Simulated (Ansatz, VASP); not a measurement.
**BeSe in VASP and in Ansatz**

```
CELL_PARAMETERS angstrom
0.00000 2.53500 2.53500
2.53500 0.00000 2.53500
2.53500 2.53500 0.00000
ATOMIC_POSITIONS crystal
Be 0.00000 0.00000 0.00000
Se 0.75000 0.75000 0.75000
```

Alike in both runs: task single point; functional PBE; k mesh 8 × 8 × 8; occupations gaussian, width 0.05 eV; no spin polarisation.

|  | VASP | Ansatz |
| --- | --- | --- |
| version | VASP 6.6.1 | Ansatz 0.2.0 |
| potentials or method | VASP PAW PBE potentials, release 64 (Be, Se) | scalar-relativistic, plane waves, PAW |
| plane-wave cutoff (eV) | 520 | 420 |
| valence electrons in the cell | 8 | 18 |

```csv
,VASP,Ansatz,Ansatz less VASP
gap on the k mesh at the Fermi level (eV),2.52,2.54,+0.013
least direct gap on the mesh (eV),4.69,4.69,+0.001
pressure (GPa),5.6,5.4,-0.23
```

The functional is the same, so the differences come from potentials, cutoffs and numerics. The two sets of potentials don't hold the same shells in valence.

A k mesh can miss the band edges.
